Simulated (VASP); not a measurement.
# FeO (R-3m) in VASP: notebook

Aim: see how the results for FeO move with the level of theory and the settings. Levels: PBE+U, PBE. Tasks: single point.

Everything below comes from runs of VASP 6.6.1. Logs are shortened: lines on timing, memory, paths and dates and some standing lists are left out, and cuts for length are marked.

## Step 1: The structure

Symmetry: R-3m, No. 166, trigonal system. Conventional cell: a = 3.035 Å, b = 3.035 Å, c = 7.547 Å, α = 90.00°, β = 90.00°, γ = 120.00°. Fe (site symmetry -3m) is surrounded by 6 O at 2.16 Å. O (site symmetry -3m) is surrounded by 6 Fe at 2.16 Å.

## Step 2: Single point, PBE+U

INCAR

```
PREC = Accurate ; ENCUT = 520
EDIFF = 1E-7 ; ISMEAR = 0
SIGMA = 0.05 ; LREAL = F
LASPH = T ; NELM = 100
ALGO = Normal ; ISIF = 2
LWAVE = F ; LCHARG = T
LMAXMIX = 4 ; LDAU = T
LDAUTYPE = 2 ; LDAUL = 2 -1
LDAUU = 5 0 ; LDAUJ = 0 0
LDAUPRINT = 1 ; GGA = PE
LELF = T ; LVHAR = T
NBANDS = 14
```

KPOINTS

```
regular mesh
0
Gamma
  8 8 8
```

POSCAR

```
FeO
1.0
    1.5176821100      0.8762341800      2.5157945800
   -1.5176821100      0.8762341800      2.5157945800
    0.0000000000     -1.7524683500      2.5157945800
Fe O
1 1
Direct
    0.0000000000      0.0000000000      0.0000000000
    0.5000000000      0.5000000000      0.5000000000
```

Potentials or basis: VASP PAW PBE potentials, release 64 (Fe, O).

Command:

```
$ cat potpaw_PBE.64/Fe/POTCAR potpaw_PBE.64/O/POTCAR > POTCAR
$ mpirun -np 1 vasp_std > vasp.out
```

OUTCAR:

```text
PREC = Accurate
   ENCUT = 520
   EDIFF = 1E-7
   ISMEAR = 0
   LREAL = F
   LASPH = T
   NELM = 100
   ISIF = 2
   GGA = PE

 ion  position               nearest neighbor table
   1  0.000  0.000  0.000-   2 2.16   2 2.16   2 2.16   2 2.16   2 2.16   2 2.16
   2  0.500  0.500  0.500-   1 2.16   1 2.16   1 2.16   1 2.16   1 2.16   1 2.16

  LATTYP: Found a trigonal (rhomboedric) cell.
 ALAT       =     3.0660019070
 COS(alpha) =     0.5099427872

  Lattice vectors:

 A1 = (   1.5176821100,   0.8762341800,   2.5157945800)
 A2 = (  -1.5176821100,   0.8762341800,   2.5157945800)
 A3 = (   0.0000000000,  -1.7524683500,   2.5157945800)

Analysis of symmetry for initial positions (statically):
=====================================================================
 Subroutine PRICEL returns:
 Original cell was already a primitive cell.

 Routine SETGRP: Setting up the symmetry group for a
 trigonal (rhombohedral) supercell.

 Subroutine GETGRP returns: Found 12 space group operations
 (whereof 12 operations were pure point group operations)
 out of a pool of 12 trial point group operations.

The static configuration has the point symmetry D_3d.

Analysis of symmetry for dynamics (positions and initial velocities):
=====================================================================
 Subroutine PRICEL returns:
 Original cell was already a primitive cell.

 Routine SETGRP: Setting up the symmetry group for a
 trigonal (rhombohedral) supercell.

 Subroutine GETGRP returns: Found 12 space group operations
 (whereof 12 operations were pure point group operations)
 out of a pool of 12 trial point group operations.

The dynamic configuration has the point symmetry D_3d.

 Subroutine INISYM returns: Found 12 space group operations
 (whereof 12 operations are pure point group operations),
 and found     1 'primitive' translations

----------------------------------------------------------------------------------------

                                     Primitive cell

  volume of cell :      20.0737

  direct lattice vectors                    reciprocal lattice vectors
     1.517682110  0.876234180  2.515794580     0.329449755  0.190207905  0.132496244
    -1.517682110  0.876234180  2.515794580    -0.329449755  0.190207905  0.132496244
     0.000000000 -1.752468350  2.515794580     0.000000000 -0.380415809  0.132496245

  length of vectors
     3.066001907  3.066001907  3.066001906     0.402829298  0.402829298  0.402829297

  position of ions in fractional coordinates (direct lattice)
     0.000000000  0.000000000  0.000000000
     0.500000000  0.500000000  0.500000000

  ion indices of the primitive-cell ions
   primitive index   ion index
                 1           1
                 2           2

----------------------------------------------------------------------------------------

 KPOINTS: regular mesh

Automatic generation of k-mesh.
 Grid dimensions read from file:
 generate k-points for:    8    8    8

 Generating k-lattice:

  Cartesian coordinates                     Fractional coordinates (reciprocal lattice)
     0.041181219  0.023775988  0.016562031     0.125000000  0.000000000 -0.000000000
    -0.041181219  0.023775988  0.016562031     0.000000000  0.125000000 -0.000000000
     0.000000000 -0.047551976  0.016562031     0.000000000  0.000000000  0.125000000

  Length of vectors
     0.050353662  0.050353662  0.050353662

  Shift w.r.t. Gamma in fractional coordinates (k-lattice)
     0.000000000  0.000000000  0.000000000

 Subroutine IBZKPT returns following result:
 ===========================================

[... 41 lines left out ...]
   ISPIN  =      1    spin polarized calculation?
   LNONCOLLINEAR =      F non collinear calculations
   LSORBIT =      F    spin-orbit coupling
   LASPH  =      T    aspherical Exc in radial PAW
   ENCUT  =  520.0 eV  38.22 Ry    6.18 a.u.   5.70  5.70  5.70*2*pi/ulx,y,z
   NELM   =    100;   NELMIN=  2; NELMDL= -5     # of ELM steps
   EDIFF  = 0.1E-06   stopping-criterion for ELM
   LREAL  =      F    real-space projection
   EDIFFG = 0.1E-05   stopping-criterion for IOM
   NSW    =      0    number of steps for IOM
   IBRION =     -1    ionic relax: 0-MD 1-quasi-New 2-CG
   NFREE  =      0    steps in history (QN), initial steepest desc. (CG)
   ISIF   =      2    stress and relaxation
   ISYM   =      2    0-nonsym 1-usesym 2-fastsym
   POTIM  = 0.5000    time-step for ionic-motion
   TEBEG  =    0.0;   TEEND  =   0.0 temperature during run
   PSTRESS=    0.0 pullay stress
   NELECT =      14.0000    total number of electrons
   NUPDOWN=      -1.0000    fix difference up-down
   EMIN   =  10.00;   EMAX   =-10.00  energy-range for DOS
   EFERMI =   0.00;   METHOD = LEGACY
   ISMEAR =     0;   SIGMA  =   0.05  broadening in eV -4-tet -1-fermi 0-gaus
   EFERMI_NEDOS =   21; number of points for ismear=-14 and -15
   IALGO  =     38    algorithm
   IMIX   =      4    mixing-type and parameters
     AMIX     =   0.40;   BMIX     =  1.00
     AMIX_MAG =   1.60;   BMIX_MAG =  1.00
  volume/ion in A,a.u.               =      10.04        67.73
  Fermi-wavevector in a.u.,A,eV,Ry     =   1.451805  2.743514 28.677524  2.107739
  Thomas-Fermi vector in A             =   2.569260
   LORBIT       =      0    0 simple, 1 ext, 2 COOP (PROOUT), +10 PAW based schemes
 LDA+U is selected, type is set to LDAUTYPE =  2
   angular momentum for each species LDAUL =     2   -1
   U (eV)           for each species LDAUU =   5.0  0.0
   J (eV)           for each species LDAUJ =   0.0  0.0
   GGA     = PE    functional components
   LHFCALC =     F    Hartree Fock is set to
   AEXX    =    0.0000 exact exchange contribution
   IVDW    =     0    specifies the selected vdW correction
   LEPSILON=     F    determine dielectric tensor
   LRPA    =     F    only Hartree local field effects (RPA)
 non-spin polarized calculation
 Gauss-broadening in eV      SIGMA  =   0.05
  energy-cutoff  :      520.00
  volume of cell :       20.07
 maximum number of plane-waves:       552
   NGX = 11   NGY = 11   NGZ = 11

atom =   1  type =  1  l = 2

 onsite density matrix

spin component  1

  0.6883  0.0000 -0.0000  0.3952 -0.0000
  0.0000  0.4021  0.0000 -0.0000  0.3952
 -0.0000  0.0000  0.9657  0.0000  0.0000
  0.3952 -0.0000  0.0000  0.4021 -0.0000
 -0.0000  0.3952  0.0000 -0.0000  0.6883

spin component  2

  0.6883  0.0000 -0.0000  0.3952 -0.0000
  0.0000  0.4021  0.0000 -0.0000  0.3952
 -0.0000  0.0000  0.9657  0.0000  0.0000
  0.3952 -0.0000  0.0000  0.4021 -0.0000
 -0.0000  0.3952  0.0000 -0.0000  0.6883

 occupancies and eigenvectors

  o =  0.1249  v = -0.5743  0.0000 -0.0000  0.8187 -0.0000  0.0000  0.0000  0.0000  0.0000  0.0000      0.0000  0.0000  0.0000  0.0000  0.0000  0.0000  0.0000  0.0000  0.0000  0.0000
  o =  0.1249  v =  0.0000  0.0000  0.0000  0.0000  0.0000 -0.5743  0.0000 -0.0000  0.8187 -0.0000      0.0000  0.0000  0.0000  0.0000  0.0000  0.0000  0.0000  0.0000  0.0000  0.0000
  o =  0.1249  v = -0.0000 -0.8187  0.0000  0.0000  0.5743  0.0000  0.0000  0.0000  0.0000  0.0000      0.0000  0.0000  0.0000  0.0000  0.0000  0.0000  0.0000  0.0000  0.0000  0.0000
  o =  0.1249  v =  0.0000  0.0000  0.0000  0.0000  0.0000 -0.0000 -0.8187  0.0000  0.0000  0.5743      0.0000  0.0000  0.0000  0.0000  0.0000  0.0000  0.0000  0.0000  0.0000  0.0000
  o =  0.9655  v =  0.0000  0.0000  0.0000  0.0000  0.0000 -0.0000 -0.5743  0.0000 -0.0000 -0.8187      0.0000  0.0000  0.0000  0.0000  0.0000  0.0000  0.0000  0.0000  0.0000  0.0000
  o =  0.9655  v = -0.0000 -0.5743  0.0000 -0.0000 -0.8187  0.0000  0.0000  0.0000  0.0000  0.0000      0.0000  0.0000  0.0000  0.0000  0.0000  0.0000  0.0000  0.0000  0.0000  0.0000
  o =  0.9655  v =  0.8187 -0.0000  0.0000  0.5743 -0.0000  0.0000  0.0000  0.0000  0.0000  0.0000      0.0000  0.0000  0.0000  0.0000  0.0000  0.0000  0.0000  0.0000  0.0000  0.0000
  o =  0.9655  v =  0.0000  0.0000  0.0000  0.0000  0.0000  0.8187 -0.0000  0.0000  0.5743 -0.0000      0.0000  0.0000  0.0000  0.0000  0.0000  0.0000  0.0000  0.0000  0.0000  0.0000
  o =  0.9657  v =  0.0000  0.0000  0.0000  0.0000  0.0000 -0.0000 -0.0000 -1.0000 -0.0000 -0.0000      0.0000  0.0000  0.0000  0.0000  0.0000  0.0000  0.0000  0.0000  0.0000  0.0000
  o =  0.9657  v = -0.0000 -0.0000 -1.0000 -0.0000 -0.0000  0.0000  0.0000  0.0000  0.0000  0.0000      0.0000  0.0000  0.0000  0.0000  0.0000  0.0000  0.0000  0.0000  0.0000  0.0000

 number of electron      13.9999999 magnetization

 Free energy of the ion-electron system (eV)
  ---------------------------------------------------
  ext. energy  EPLUGINS =         0.00000000
  ---------------------------------------------------
  free energy    TOTEN  =       -11.32118377 eV

  energy without entropy =      -11.32118377  energy(sigma->0) =      -11.32118377

 E-fermi :   3.6521     XC(G=0): -12.1300

 val. band max:        3.3228773460   @ k =   0.5000   0.0000  -0.0000
 cond. band min:       6.2231353083   @ k =   0.0000   0.0000   0.0000
 fundamental gap:      2.9002579623
 Fermi energy:         3.6521337145

 k-point     1 :       0.0000    0.0000    0.0000
  band No.  band energies     occupation
      1     -14.5909      2.00000
      2       1.7142      2.00000
      3       1.7831      2.00000
      4       1.7831      2.00000
      5       2.2178      2.00000
      6       2.3157      2.00000
      7       2.3157      2.00000
      8       6.2231      0.00000
      9       6.2231      0.00000
     10       6.6365      0.00000
     11      21.8211      0.00000
     12      21.8456      0.00000
     13      22.1966      0.00000
     14      22.1966      0.00000
[... 377 lines left out ...]
      1     -13.8485      2.00000
      2      -1.2492      2.00000
      3       0.2810      2.00000
      4       0.9967      2.00000
      5       2.3153      2.00000
      6       2.8829      2.00000
      7       3.1368      2.00000
      8       6.9776      0.00000
      9       8.1406      0.00000
     10      10.3630      0.00000
     11      16.1651      0.00000
     12      18.6269      0.00000
     13      21.1657      0.00000
     14      24.5242      0.00000

 [... further k-points ...]
[... 5 lines left out ...]
  --------------------------------------------------------------------------------------
  -------------------------------------------------------------------------------------
  Total       -2.0274393     -2.0274393     -2.3471081      0.0000000     -0.0000000     -0.0000000
  in kB     -161.8195560   -161.8195567   -187.3338464      0.0000000     -0.0000002     -0.0000000
  external PRESSURE =    -170.3243197 kB  Pullay stress =       0.0000000 kB

 VOLUME and BASIS-vectors are now :
 -----------------------------------------------------------------------------
  energy-cutoff  :      520.00
  volume of cell :       20.07
      direct lattice vectors                 reciprocal lattice vectors
     1.517682110  0.876234180  2.515794580     0.329449755  0.190207905  0.132496244
    -1.517682110  0.876234180  2.515794580    -0.329449755  0.190207905  0.132496244
     0.000000000 -1.752468350  2.515794580     0.000000000 -0.380415809  0.132496245

 POSITION                                       TOTAL-FORCE (eV/Angst)
 -----------------------------------------------------------------------------------
      0.00000      0.00000      0.00000         0.000000      0.000000     -0.000000
      0.00000      0.00000      3.77369         0.000000     -0.000000      0.000000
 -----------------------------------------------------------------------------------
    total drift:                               -0.000000      0.000000     -0.000000

  FREE ENERGIE OF THE ION-ELECTRON SYSTEM (eV)
  ---------------------------------------------------
  free  energy   TOTEN  =       -11.3211837686 eV

  energy  without entropy=      -11.3211837686  energy(sigma->0) =      -11.32118377
```

It took 10 s on 1 thread of AMD EPYC 9R45 (Zen 5), shared host; peak memory 0.12 GiB.

Results:

| Property | Result |
| --- | --- |
| Free energy | -11.3212 eV |
| Pressure | -17.0 GPa |
| Band gap on the k mesh | 2.90 eV, indirect (least direct gap 3.26 eV) |

Levels at points of the mesh, in eV from the valence-band top:
```csv
k point,band 4,band 5,band 6,band 7,band 8,band 9,band 10,band 11
"(0.00, 0.00, 0.00)",-1.54,-1.11,-1.01,-1.01,2.90,2.90,3.31,18.50
"(0.50, 0.00, 0.00)",-2.88,-0.44,-0.37,0.00,5.15,5.18,7.22,11.60
"(0.50, 0.50, 0.00)",-2.20,-2.10,-0.44,-0.43,3.39,3.72,8.82,11.78
"(0.50, 0.50, 0.50)",-2.85,-0.42,-0.42,-0.07,5.13,5.13,7.33,11.38
```

Eigenvalues of the final occupation matrices:
| site | spin | trace | eigenvalues |
| --- | --- | --- | --- |
| site 1 d | 1 | 3.15 | 0.12 0.12 0.97 0.97 0.97 |
| site 1 d | 2 | 3.15 | 0.12 0.12 0.97 0.97 0.97 |

A k mesh can miss the band edges. Spin polarisation is off, so any magnetic state and its effect on volume and gap are missing.

## Step 3: Single point, PBE, collinear spin, ferromagnetic start

INCAR

```
SYSTEM = FeO
PREC = Accurate ; ENCUT = 520
EDIFF = 1E-6 ; ISMEAR = 0
SIGMA = 0.05 ; LREAL = .FALSE.
LASPH = .TRUE. ; NELM = 100
ALGO = Normal ; ISIF = 2
LWAVE = .FALSE. ; LCHARG = .FALSE.
ISPIN = 2 ; MAGMOM = 3 0
LORBIT = 11 ; LMAXMIX = 4
GGA = PE ; NBANDS = 18
```

KPOINTS

```
regular mesh
0
G
  8 8 8
  0 0 0
```

POSCAR is that of step 2.

Potentials or basis: VASP PAW PBE potentials, release 64 (Fe, O).

Command:

```
$ cat potpaw_PBE.64/Fe/POTCAR potpaw_PBE.64/O/POTCAR > POTCAR
$ mpirun -np 1 vasp_std > vasp.out
```

It took 23 s on 1 thread of AMD EPYC 9R45 (Zen 5), shared host; peak memory 0.14 GiB.

Results (log left out):

```
Free energy                                           : -14.9279 eV
Pressure                                              : -0.6 GPa
Band gap on the k mesh                                : none (metal or under the smearing width)
Net moment                                            : 4.00 μB per cell
Site moments                                          : Fe +3.62; O +0.30 μB
Valence electrons inside the program's atomic spheres : Fe 6.73; O 4.99
```

Stress tensor (GPa, compression positive):
```
-0.35  0.00  0.00
 0.00 -0.35  0.00
 0.00  0.00 -1.18
```

Levels at points of the mesh, in eV from the Fermi level:
Spin up:
```csv
k point,band 5,band 6,band 7,band 8,band 9,band 10,band 11,band 12,band 13,band 14
"(0.00, 0.00, 0.00)",-3.86,-3.77,-3.77,-3.69,-3.69,0.06,15.44,16.74,17.13,17.13
"(0.50, 0.00, 0.00)",-3.11,-3.05,-2.50,-0.37,-0.34,4.04,8.49,12.36,12.55,19.37
"(0.50, 0.50, 0.00)",-4.79,-3.31,-2.83,-2.82,-2.81,5.25,8.71,10.74,14.56,14.78
"(0.50, 0.50, 0.50)",-3.10,-3.10,-2.56,-0.38,-0.38,4.15,8.27,12.73,12.73,19.60
```
Spin down:
```tsv
k point	band 1	band 2	band 3	band 4	band 5	band 6	band 7	band 8	band 9	band 10
(0.00, 0.00, 0.00)	-20.18	-3.31	-3.21	-3.21	-0.80	-0.72	-0.72	0.18	0.18	0.87
(0.50, 0.00, 0.00)	-18.99	-7.97	-5.21	-5.11	0.34	0.41	0.60	2.75	2.78	4.52
(0.50, 0.50, 0.00)	-18.99	-6.87	-4.47	-4.36	-2.12	0.70	0.71	0.73	1.12	6.60
(0.50, 0.50, 0.50)	-19.03	-8.02	-5.08	-5.08	0.35	0.35	0.55	2.73	2.73	4.64
```

Caveat: a cell with one magnetic atom can't hold antiferromagnetic order, which such compounds often take; semilocal functionals often make such compounds metallic where correlation or magnetic order opens a gap, which also shifts bond lengths. With open d or f shells a metallic result of PBE can be an artefact of self-interaction; +U or a hybrid may open a gap.

## Step 4: Single point, PBE, collinear spin, antiferromagnetic start

This run uses another cell than the first one: it holds 4 atoms, not 2.

INCAR

```
PREC     = Accurate       # precision mode
ENCUT    = 520            # plane-wave cutoff, eV
EDIFF    = 1E-6           # SCF threshold, eV
ISMEAR   = 0              # smearing method
SIGMA    = 0.05           # smearing width, eV
LREAL    = F              # projectors in reciprocal space
LASPH    = T              # aspherical terms in the spheres
NELM     = 100            # most SCF steps
ALGO     = Fast           # electronic algorithm
ISIF     = 2              # what is computed and relaxed
LWAVE    = F              # write WAVECAR
LCHARG   = F              # write CHGCAR
ISPIN    = 2              # spin polarisation
MAGMOM   = 3 -3 0 0       # initial moments
LORBIT   = 11             # projections on sites
LMAXMIX  = 4              # l up to which the mixer works
GGA      = PE             # functional
```

KPOINTS

```
regular mesh
0
Gamma
  7 7 7
```

POSCAR

```
FeO
1.0
   -1.5176821100     -0.8762341700      5.0315891600
    1.5176821100     -0.8762341700      5.0315891600
    0.0000000000      1.7524683600      5.0315891600
Fe O
2 2
Direct
    0.0000000000      0.0000000000      0.0000000000
    0.5000000000      0.5000000000      0.5000000000
    0.2500000000      0.2500000000      0.2500000000
    0.7500000000      0.7500000000      0.7500000000
```

Command:

```
$ cat potpaw_PBE.64/Fe/POTCAR potpaw_PBE.64/O/POTCAR > POTCAR
$ mpirun -np 1 vasp_std > vasp.out
```

Wall time 2.2 min (1 thread of AMD EPYC 9R45 (Zen 5), shared host); peak memory 0.28 GiB.

Results (log left out):

| Quantity | Value |
| --- | --- |
| Free energy | -29.8382 eV |
| Pressure | -2.4 GPa |
| Band gap on the k mesh | none (metal or under the smearing width) |
| Net moment | 0.00 μB per cell |
| Site moments | Fe +3.44, -3.44; O +0.00 μB |
| Valence electrons inside the program's atomic spheres | Fe 6.75; O 4.98 |

Stress tensor (GPa, compression positive):
```
-5.30  0.00  0.00
 0.00 -5.30  0.00
 0.00  0.00  3.43
```

Levels at points of the mesh, in eV from the Fermi level:
Spin up:
| k point | band 10 | band 11 | band 12 | band 13 | band 14 | band 15 | band 16 | band 17 | band 18 |
| --- | --- | --- | --- | --- | --- | --- | --- | --- | --- |
| (0.00, 0.00, 0.00) | -3.22 | -3.22 | -2.16 | -2.16 | -0.11 | -0.11 | 0.16 | 0.47 | 1.90 |
Spin down:
| k point | band 12 | band 13 | band 14 | band 15 | band 16 | band 17 |
| --- | --- | --- | --- | --- | --- | --- |
| (0.00, 0.00, 0.00) | -2.16 | -2.16 | -0.11 | -0.11 | 0.16 | 0.47 |

Caveat: semilocal functionals often make such compounds metallic where correlation or magnetic order opens a gap, which also shifts bond lengths.

(Continued in part 2 of 2.)
